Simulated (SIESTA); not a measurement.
Hf:

```xyz
1
Lattice="-1.8050 1.8050 1.8050 1.8050 -1.8050 1.8050 1.8050 1.8050 -1.8050" Properties=species:S:1:pos:R:3 pbc="T T T"
Hf    0.0000    0.0000    0.0000
```

This isn't the form of Hf at room conditions, which is hcp.

Base run:

```yaml
Program: SIESTA 5.4.2
Functional: PBEsol
Potentials_or_basis: PseudoDojo 0.4 standard (PBEsol files)
Basis: DZP (energy shift 0.003 Ry; two zetas on semicore shells)
Grid_cutoff: 800 Ry
Energy_shift: 0.003 Ry
k_mesh: 8 × 8 × 8
Occupations: fermi-dirac, width 0.05 eV
Spin: no spin polarisation
```

Its results: band gap on the k mesh none (metal or under the smearing width); pressure -9.7 GPa.

**Question.** The run is repeated on the same cell with these changes: potentials or basis from PseudoDojo 0.4 standard (PBEsol files) to PseudoDojo 0.4 standard (PBEsol files, fully relativistic); spin from no spin polarisation to non-collinear spin, zero start, spin-orbit coupling. What comes out?

**Answer.** Band gap on the k mesh none (metal or under the smearing width); pressure -12.3 GPa; net moment 0.00 μB per cell.

Caveats: short orbitals over semicore shells can move pressures by several GPa; the basis of atomic orbitals isn't converged, which shifts pressures, moduli and gaps; spin-orbit coupling is left out, which moves the levels of the heavy elements (some runs).
